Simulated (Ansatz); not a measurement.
# PbTe: pressure against volume

PbTe, Fm-3m, a = 6.572 Å. Ansatz: PBE, PAW, 420 eV, Γ-centred 8×8×8 mesh on 2 atoms, Gaussian smearing 0.02 eV; no spin polarisation. Symmetry fixes shape and atoms, so the cell is only scaled; pressure is positive in compression.

```
V (Å³/atom) P (GPa)
     33.354     2.69
     34.419        ?
     35.483    -0.05
     36.548    -1.11
     37.612    -2.00
```

Task: Take V0 = 35.483 Å³/atom, count pressures from its P0 = -0.05 GPa, fit the third-order Birch–Murnaghan form to the other rows, and predict the missing pressure.

Result: With the Eulerian strain f = ½[(V0/V)^(2/3) − 1] and y = (P − P0)/[3f(1 + 2f)^(5/2)], the form is the line y = B0 + 1.5 B0 (B0′ − 4) f. Rows (f, y): 0.02106, 39.1; -0.00976, 38.0; -0.01905, 37.6. Means f = -0.002583, y = 38.233; Σ(Δf)² = 0.0008817, ΣΔfΔy = 0.03259; the slope is their ratio. y = 38.33 + 36.97 f GPa, so B0 = 38.3 GPa and B0′ = 4 + 2 × (36.97)/(3 × 38.33) = 4.64. At V = 34.419, f = 0.01025, y = 38.71 and P = 1.20 GPa. The run gave 1.21 GPa, so the fit is 0.01 GPa too low, a small miss on the scale of the series.

Spin–orbit coupling is left out, which can shift energies with elements as heavy as these.